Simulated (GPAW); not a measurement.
Crystal: NaCl.

```
Cl Na
1.0
     3.50219    0.00000    0.00000
     0.00000    3.50219    0.00000
     0.00000    0.00000    3.50219
Cl Na
1 1
Cartesian
  1.7511 1.7511 1.7511
  0.0000 0.0000 0.0000
```

Measurements of this composition are mostly on another form, of space group No. 225.

| Property | Result |
| --- | --- |
| Program | GPAW 26.7.0 |
| Task | relaxation of cell and atoms |
| Functional | BLYP |
| Potentials or basis | PAW data sets generated in the run's folder for this functional |
| Cutoff | 800 eV |
| Basis | pw |
| k mesh | 8 × 8 × 8 |
| Occupations | fermi-dirac, width 0.05 eV |
| Spin | no spin polarisation |

At the start: pressure 1.2 GPa; volume 21.48 Å³/atom.

**Question.** How do energy, volume and symmetry change on relaxing?

**Answer.** Over 3 steps the energy falls by 3.9 meV/atom and the volume is 22.45 Å³/atom (+4.5 %); space group Pm-3m (No. 221, to 0.05 Å).

The path:
```csv
step,energy change (eV),largest force (eV/Å),pressure (GPa),volume (Å³)
1,0.0000,0.0000,1.22,42.96
2,-0.0011,0.0000,1.12,43.11
3,-0.0078,0.0000,0.06,44.90
```

Final structure:
```cif
data_structure
_symmetry_space_group_name_H-M 'P 1'
_symmetry_Int_Tables_number 1
_cell_length_a 3.5542
_cell_length_b 3.5542
_cell_length_c 3.5542
_cell_angle_alpha 90.000
_cell_angle_beta 90.000
_cell_angle_gamma 90.000
_cell_volume 44.90
loop_
_atom_site_label
_atom_site_type_symbol
_atom_site_fract_x
_atom_site_fract_y
_atom_site_fract_z
_atom_site_occupancy
Cl1 Cl 0.50000 0.50000 0.50000 1
Na1 Na 0.00000 0.00000 0.00000 1
```

Caveat: later steps reuse the first step's grids.
